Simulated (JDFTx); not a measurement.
The system is RbCl.

```xyz
2
Lattice="0.0000 3.2740 3.2740 3.2740 0.0000 3.2740 3.2740 3.2740 0.0000" Properties=species:S:1:pos:R:3 pbc="T T T"
Rb    0.0000    0.0000    0.0000
Cl    3.2740    3.2740    3.2740
```

Base run:

| Property | Result |
| --- | --- |
| Program | JDFTx 1.7.0 (patched build) |
| Functional | PBEsol |
| Potentials or basis | PseudoDojo-SR-PBEsol-0.4.1-standard with smoothed tails |
| Cutoff | 789 eV |
| Density cutoff | 6313 eV |
| k mesh | 7 × 7 × 7 |
| Occupations | fermi-dirac, width 0.05 eV |
| Spin | no spin polarisation |

Its results: band gap on the k mesh 4.89 eV, direct; pressure 0.0 GPa.

Q: The run is repeated on the same cell with these changes: functional from PBEsol to LDA; potentials or basis from PseudoDojo-SR-PBEsol-0.4.1-standard with smoothed tails to PseudoDojo-SR-LDA-0.4.1-standard with smoothed tails; cutoff from 789 eV to 762 eV; density cutoff from 6313 eV to 6095 eV. What comes out?

A: Band gap on the k mesh 4.60 eV, direct; pressure -1.4 GPa.

Caveats: the empty levels aren't tightly converged; an odd mesh through Γ misses points on the zone boundary, where band edges often lie.
